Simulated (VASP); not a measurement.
# TePt (P6_3/mmc) in VASP: notebook

Runs on TePt. Level: PBEsol+U. Tasks: single point.

Everything below comes from runs of VASP 6.6.1. Logs are shortened: lines on timing, memory, paths and dates and some standing lists are left out, and cuts for length are marked.

## (1) The crystal as given

Symmetry: P6_3/mmc, No. 194, hexagonal system. The conventional cell has a = 4.111 Å, b = 4.111 Å, c = 5.446 Å, α = 90.00°, β = 90.00°, γ = 120.00°. Around Te (site symmetry -6m2) lie 6 Pt at 2.74 Å. Pt (site symmetry -3m) is surrounded by 2 Pt at 2.72 Å and 6 Te at 2.74 Å.

Measurements of this composition are mostly on another form, of space group No. 166.

## (2) Single point, PBEsol+U, collinear spin, typed start

The input, INCAR:

```
PREC = Accurate ; ENCUT = 520
EDIFF = 1E-7 ; ISMEAR = 0
SIGMA = 0.05 ; LREAL = F
LASPH = T ; NELM = 150
ALGO = Normal ; ISIF = 2
LWAVE = F ; LCHARG = T
ISPIN = 2 ; MAGMOM = 0 0 2 -2
LORBIT = 11 ; LMAXMIX = 4
LDAU = T ; LDAUTYPE = 2
LDAUL = -1 2 ; LDAUU = 0 1
LDAUJ = 0 0 ; LDAUPRINT = 1
GGA = PS ; LELF = T
LVHAR = T ; NBANDS = 28
```

The input, KPOINTS:

```
regular mesh
0
Gamma
  5 5 4
```

The input, POSCAR:

```
TePt
1.0
    4.1109992400      0.0000000000      0.0000000000
   -2.0554996200      3.5602297800      0.0000000000
    0.0000000000      0.0000000000      5.4459992500
Te Pt
2 2
Direct
    0.3333333333      0.6666666667      0.2500000000
    0.6666666667      0.3333333333      0.7500000000
    0.0000000000      0.0000000000      0.0000000000
    0.0000000000      0.0000000000      0.5000000000
```

Potentials or basis: VASP PAW PBE potentials, release 64 (Te, Pt).

Run with:

```
$ cat potpaw_PBE.64/Te/POTCAR potpaw_PBE.64/Pt/POTCAR > POTCAR
$ mpirun -np 1 vasp_std > vasp.out
```

OUTCAR:

```text
PREC = Accurate
   ENCUT = 520
   EDIFF = 1E-7
   ISMEAR = 0
   LREAL = F
   LASPH = T
   NELM = 150
   ISIF = 2
   ISPIN = 2
   LORBIT = 11
   GGA = PS

 ion  position               nearest neighbor table
   1  0.333  0.667  0.250-   3 2.74   4 2.74   3 2.74   4 2.74   3 2.74   4 2.74   2 3.61   2 3.61
                             2 3.61   2 3.61   2 3.61   2 3.61
   2  0.667  0.333  0.750-   3 2.74   4 2.74   3 2.74   4 2.74   3 2.74   4 2.74   1 3.61   1 3.61
                             1 3.61   1 3.61   1 3.61   1 3.61
   3  0.000  0.000  0.000-   4 2.72   4 2.72   1 2.74   2 2.74   2 2.74   1 2.74   2 2.74   1 2.74

   4  0.000  0.000  0.500-   3 2.72   3 2.72   1 2.74   2 2.74   2 2.74   1 2.74   2 2.74   1 2.74

  LATTYP: Found a hexagonal cell.
 ALAT       =     4.1109992400
 C/A-ratio  =     1.3247385689

  Lattice vectors:

 A1 = (   4.1109992400,   0.0000000000,   0.0000000000)
 A2 = (  -2.0554996200,   3.5602297800,   0.0000000000)
 A3 = (   0.0000000000,   0.0000000000,   5.4459992500)

Analysis of symmetry for initial positions (statically):
=====================================================================
 Subroutine PRICEL returns:
 Original cell was already a primitive cell.

 Routine SETGRP: Setting up the symmetry group for a
 hexagonal supercell.

 Subroutine GETGRP returns: Found 24 space group operations
 (whereof 12 operations were pure point group operations)
 out of a pool of 24 trial point group operations.

The static configuration has the point symmetry D_3d.
 The point group associated with its full space group is D_6h.

Analysis of symmetry for dynamics (positions and initial velocities):
=====================================================================
 Subroutine PRICEL returns:
 Original cell was already a primitive cell.

 Routine SETGRP: Setting up the symmetry group for a
 hexagonal supercell.

 Subroutine GETGRP returns: Found 24 space group operations
 (whereof 12 operations were pure point group operations)
 out of a pool of 24 trial point group operations.

The dynamic configuration has the point symmetry D_3d.
 The point group associated with its full space group is D_6h.

Analysis of structural, dynamic, and magnetic symmetry:
=====================================================================
 Subroutine PRICEL returns:
 Original cell was already a primitive cell.

 Routine SETGRP: Setting up the symmetry group for a
 hexagonal supercell.

 Subroutine GETGRP returns: Found 24 space group operations
 (whereof 12 operations were pure point group operations)
 out of a pool of 24 trial point group operations.

The overall configuration has the point symmetry D_3d.
 The point group associated with its full space group is D_6h.

 Subroutine INISYM returns: Found 24 space group operations
 (whereof 12 operations are pure point group operations),
 and found     1 'primitive' translations

----------------------------------------------------------------------------------------

                                     Primitive cell

  volume of cell :      79.7082
[... 151 lines left out ...]
  o =  0.8034  v =  0.0000 -0.6400 -0.0000  0.0000  0.7684  0.0000  0.0000  0.0000  0.0000  0.0000      0.0000  0.0000  0.0000  0.0000  0.0000  0.0000  0.0000  0.0000  0.0000  0.0000
  o =  0.8034  v =  0.0000  0.0000  0.0000  0.0000  0.0000 -0.7685  0.0000  0.0000  0.6399 -0.0000      0.0000  0.0000  0.0000  0.0000  0.0000  0.0000  0.0000  0.0000  0.0000  0.0000
  o =  0.8034  v =  0.0000  0.0000  0.0000  0.0000  0.0000  0.0000 -0.6399 -0.0000  0.0000  0.7685      0.0000  0.0000  0.0000  0.0000  0.0000  0.0000  0.0000  0.0000  0.0000  0.0000
  o =  0.8359  v =  0.0000  0.0000  0.0000  0.0000  0.0000  0.0000 -0.0000  1.0000 -0.0000  0.0000      0.0000  0.0000  0.0000  0.0000  0.0000  0.0000  0.0000  0.0000  0.0000  0.0000
  o =  0.8359  v =  0.0000 -0.0000  1.0000 -0.0000  0.0000  0.0000  0.0000  0.0000  0.0000  0.0000      0.0000  0.0000  0.0000  0.0000  0.0000  0.0000  0.0000  0.0000  0.0000  0.0000
  o =  0.8794  v =  0.0000  0.0000  0.0000  0.0000  0.0000  0.6399  0.0000  0.0000  0.7685 -0.0000      0.0000  0.0000  0.0000  0.0000  0.0000  0.0000  0.0000  0.0000  0.0000  0.0000
  o =  0.8794  v =  0.0000  0.0000  0.0000  0.0000  0.0000  0.0000 -0.7685 -0.0000 -0.0000 -0.6399      0.0000  0.0000  0.0000  0.0000  0.0000  0.0000  0.0000  0.0000  0.0000  0.0000
  o =  0.8795  v =  0.6400  0.0000  0.0000  0.7684 -0.0000  0.0000  0.0000  0.0000  0.0000  0.0000      0.0000  0.0000  0.0000  0.0000  0.0000  0.0000  0.0000  0.0000  0.0000  0.0000
  o =  0.8795  v =  0.0000 -0.7684 -0.0000 -0.0000 -0.6400  0.0000  0.0000  0.0000  0.0000  0.0000      0.0000  0.0000  0.0000  0.0000  0.0000  0.0000  0.0000  0.0000  0.0000  0.0000

atom =   4  type =  2  l = 2

 onsite density matrix

spin component  1

  0.8346  0.0000  0.0000 -0.0374 -0.0000
  0.0000  0.8483 -0.0000 -0.0000 -0.0374
  0.0000 -0.0000  0.8359 -0.0000  0.0000
 -0.0374 -0.0000 -0.0000  0.8483 -0.0000
 -0.0000 -0.0374  0.0000 -0.0000  0.8346

spin component  2

  0.8346  0.0000  0.0000 -0.0374 -0.0000
  0.0000  0.8483 -0.0000 -0.0000 -0.0374
  0.0000 -0.0000  0.8359 -0.0000  0.0000
 -0.0374 -0.0000 -0.0000  0.8483 -0.0000
 -0.0000 -0.0374  0.0000 -0.0000  0.8346

 occupancies and eigenvectors

  o =  0.8034  v =  0.0000  0.0000  0.0000  0.0000  0.0000 -0.7684  0.0000  0.0000 -0.6400 -0.0000      0.0000  0.0000  0.0000  0.0000  0.0000  0.0000  0.0000  0.0000  0.0000  0.0000
  o =  0.8034  v =  0.0000  0.0000  0.0000  0.0000  0.0000  0.0000 -0.6400  0.0000  0.0000 -0.7684      0.0000  0.0000  0.0000  0.0000  0.0000  0.0000  0.0000  0.0000  0.0000  0.0000
  o =  0.8034  v = -0.7685  0.0000  0.0000 -0.6399 -0.0000  0.0000  0.0000  0.0000  0.0000  0.0000      0.0000  0.0000  0.0000  0.0000  0.0000  0.0000  0.0000  0.0000  0.0000  0.0000
  o =  0.8034  v =  0.0000 -0.6399  0.0000  0.0000 -0.7685  0.0000  0.0000  0.0000  0.0000  0.0000      0.0000  0.0000  0.0000  0.0000  0.0000  0.0000  0.0000  0.0000  0.0000  0.0000
  o =  0.8359  v =  0.0000  0.0000  1.0000  0.0000  0.0000  0.0000  0.0000  0.0000  0.0000  0.0000      0.0000  0.0000  0.0000  0.0000  0.0000  0.0000  0.0000  0.0000  0.0000  0.0000
  o =  0.8359  v =  0.0000  0.0000  0.0000  0.0000  0.0000  0.0000  0.0000  1.0000  0.0000  0.0000      0.0000  0.0000  0.0000  0.0000  0.0000  0.0000  0.0000  0.0000  0.0000  0.0000
  o =  0.8794  v = -0.6399 -0.0000 -0.0000  0.7685  0.0000  0.0000  0.0000  0.0000  0.0000  0.0000      0.0000  0.0000  0.0000  0.0000  0.0000  0.0000  0.0000  0.0000  0.0000  0.0000
  o =  0.8794  v =  0.0000 -0.7685  0.0000 -0.0000  0.6399  0.0000  0.0000  0.0000  0.0000  0.0000      0.0000  0.0000  0.0000  0.0000  0.0000  0.0000  0.0000  0.0000  0.0000  0.0000
  o =  0.8795  v =  0.0000  0.0000  0.0000  0.0000  0.0000 -0.6400 -0.0000 -0.0000  0.7684  0.0000      0.0000  0.0000  0.0000  0.0000  0.0000  0.0000  0.0000  0.0000  0.0000  0.0000
  o =  0.8795  v =  0.0000  0.0000  0.0000  0.0000  0.0000  0.0000 -0.7684  0.0000 -0.0000  0.6400      0.0000  0.0000  0.0000  0.0000  0.0000  0.0000  0.0000  0.0000  0.0000  0.0000

 number of electron      31.9999996 magnetization       0.0000000

 Free energy of the ion-electron system (eV)
  ---------------------------------------------------
  ext. energy  EPLUGINS =         0.00000000
  ---------------------------------------------------
  free energy    TOTEN  =       -20.29533142 eV

  energy without entropy =      -20.29370273  energy(sigma->0) =      -20.29451708

 E-fermi :  10.7538     XC(G=0): -11.7231

 val. band max:       10.7376648574   @ k =   0.4000   0.2000   0.0000
 cond. band min:      10.9123961861   @ k =   0.2000   0.2000   0.0000
 fundamental gap:      0.1747313286
 Fermi energy:        10.7537696915

 spin component 1

 k-point     1 :       0.0000    0.0000    0.0000
  band No.  band energies     occupation
      1      -4.0701      1.00000
      2      -0.9333      1.00000
      3       2.7410      1.00000
      4       3.8415      1.00000
      5       3.8415      1.00000
      6       4.4532      1.00000
[... 454 lines left out ...]
     27      21.2395      0.00000
     28      21.2395      0.00000
 Fermi energy:        10.7537696915

 spin component 2

 k-point     1 :       0.0000    0.0000    0.0000
  band No.  band energies     occupation
      1      -4.0701      1.00000
      2      -0.9333      1.00000
      3       2.7410      1.00000
      4       3.8415      1.00000
      5       3.8415      1.00000
      6       4.4532      1.00000
[... 454 lines left out ...]
     27      21.2395      0.00000
     28      21.2395      0.00000

------------------------ aborting loop because EDIFF is reached ----------------------------------------

  FORCE on cell =-STRESS in cart. coord.  units (eV):
  Direction    XX          YY          ZZ          XY          YZ          ZX
  --------------------------------------------------------------------------------------
  -------------------------------------------------------------------------------------
  Total        4.7103250      4.7103250      5.1319491      0.0000000      0.0000000      0.0000000
  in kB       94.6800453     94.6800455    103.1549128      0.0000000      0.0000000      0.0000000
  external PRESSURE =      97.5050012 kB  Pullay stress =       0.0000000 kB

 VOLUME and BASIS-vectors are now :
 -----------------------------------------------------------------------------
  energy-cutoff  :      520.00
  volume of cell :       79.71
      direct lattice vectors                 reciprocal lattice vectors
     4.110999240  0.000000000  0.000000000     0.243249863  0.140440373  0.000000000
    -2.055499620  3.560229780  0.000000000     0.000000000  0.280880747  0.000000000
     0.000000000  0.000000000  5.445999250     0.000000000  0.000000000  0.183621032

 POSITION                                       TOTAL-FORCE (eV/Angst)
 -----------------------------------------------------------------------------------
     -0.00000      2.37349      1.36150         0.000000      0.000000      0.000000
      2.05550      1.18674      4.08450        -0.000000     -0.000000      0.000000
      0.00000      0.00000      0.00000        -0.000000      0.000000      0.000000
      0.00000      0.00000      2.72300        -0.000000      0.000000      0.000000
 -----------------------------------------------------------------------------------
    total drift:                                0.000000     -0.000000      0.000000

  FREE ENERGIE OF THE ION-ELECTRON SYSTEM (eV)
  ---------------------------------------------------
  free  energy   TOTEN  =       -20.2953314228 eV

  energy  without entropy=      -20.2937027307  energy(sigma->0) =      -20.29451708

 total charge

# of ion       s       p       d       tot
------------------------------------------
    1        1.401   1.815   0.119   3.335
    2        1.401   1.815   0.119   3.335
    3        0.644   0.578   8.347   9.569
    4        0.644   0.578   8.347   9.569
--------------------------------------------------
tot          4.090   4.787  16.931  25.808

 magnetization (x)

# of ion       s       p       d       tot
------------------------------------------
    1        0.000   0.000   0.000   0.000
    2        0.000   0.000   0.000   0.000
    3       -0.000  -0.000   0.000   0.000
    4        0.000   0.000  -0.000  -0.000
--------------------------------------------------
tot          0.000   0.000   0.000   0.000
```

Run time: 56 s. Hardware: 1 thread of Intel Xeon Platinum 8488C (Sapphire Rapids), shared host; peak memory 0.25 GiB.

Results:

* Free energy: -20.2953 eV
* Pressure: 9.8 GPa
* Band gap on the k mesh: none (metal or under the smearing width)
* Net moment: 0.00 μB per cell
* Valence electrons inside the program's atomic spheres: Te 3.33; Pt 9.57

Stress tensor (GPa, compression positive):
```
 9.47  0.00  0.00
 0.00  9.47  0.00
 0.00  0.00 10.32
```

Levels at points of the mesh, in eV from the Fermi level:
Spin up:
```csv
k point,band 12,band 13,band 14,band 15,band 16,band 17,band 18,band 19,band 20,band 21
"(0.00, 0.00, 0.00)",-2.41,-1.83,-1.83,0.16,0.48,1.44,2.13,2.33,2.33,4.42
"(0.00, 0.00, 0.50)",-4.05,-2.76,-2.76,0.98,0.98,0.98,0.98,4.27,4.27,5.35
```
Spin down:
```
           k point  band 12  band 13  band 14  band 15  band 16  band 17  band 18  band 19  band 20  band 21
(0.00, 0.00, 0.00)    -2.41    -1.83    -1.83     0.16     0.48     1.44     2.13     2.33     2.33     4.42
(0.00, 0.00, 0.50)    -4.05    -2.76    -2.76     0.98     0.98     0.98     0.98     4.27     4.27     5.35
```

Eigenvalues of the final occupation matrices:
```tsv
site	spin	trace	eigenvalues
site 3 d	1	4.20	0.80 0.80 0.84 0.88 0.88
site 3 d	2	4.20	0.80 0.80 0.84 0.88 0.88
site 4 d	1	4.20	0.80 0.80 0.84 0.88 0.88
site 4 d	2	4.20	0.80 0.80 0.84 0.88 0.88
```

Caveat: the PAW data sets were made with another functional, which shifts forces and pressure a little; the U is typed as a test and isn't derived for this compound.

(Part 1 of 2 ends here.)
